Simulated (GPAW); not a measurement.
**Ce in GPAW: the effect of functional**

The system is Ce.

```
Ce
1.0
    -1.94330    1.94330    1.94330
     1.94330   -1.94330    1.94330
     1.94330    1.94330   -1.94330
Ce
1
Cartesian
  0.0000 0.0000 0.0000
```

This isn't the form of Ce at room conditions, which is fcc.

Alike in all runs:

| Property | Result |
| --- | --- |
| Program | GPAW 26.7.0 |
| Task | band structure |
| Potentials or basis | GPAW PAW data sets (gpaw-data 1.2.1) |
| Cutoff | 800 eV |
| Basis | pw |
| k mesh | 10 × 10 × 10 |
| Occupations | fermi-dirac, width 0.05 eV |
| Spin | collinear spin, ferromagnetic start |
| Starting moments | [1.0] μB |

Task: One run gave: pressure -0.5 GPa; moment 1.70 μB. Which functional did it use?
A. r2SCAN
B. SCAN
C. TPSS

Result: B.

```csv
functional,pressure (GPa),moment (μB)
r2SCAN,-0.1,1.52
SCAN,-0.5,1.70
TPSS,-2.8,0.75
```

Caveats: one-centre terms of the f shell are cut off; the magnetic or orbital state may not be the lowest; the PAW data sets were made with another functional, which shifts forces and pressure a little.
